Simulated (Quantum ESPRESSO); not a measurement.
Crystal: ZrC.

```
Zr C
1.0
     0.00000    2.36500    2.36500
     2.36500    0.00000    2.36500
     2.36500    2.36500    0.00000
Zr C
1 1
Cartesian
  2.3650 2.3650 2.3650
  0.0000 0.0000 0.0000
```

Program: Quantum ESPRESSO 7.5. Alike in all runs: cell as given; smearing fermi-dirac 0.05 eV.

Question: Order these runs on this cell by their pressure, lowest first.
A. level LDA; potentials or basis GBRV 1.5 LDA; spin off; k mesh 10 × 10 × 10; cutoff (eV) 612; form of the LDA correlation PZ81; mesh quality not flagged
B. level PBEsol; potentials or basis GBRV 1.5 PBEsol; spin off; k mesh 10 × 10 × 10; cutoff (eV) 612; mesh quality not flagged
C. level PBE; potentials or basis PseudoDojo 0.4 FR PBE standard; spin SOC, no magnetisation; k mesh 6 × 6 × 6; cutoff (eV) 1116; mesh quality coarse

Answer: A (-12.5 GPa), B (-8.6 GPa), C (-2.6 GPa).

Caveats: some runs use coarse meshes.
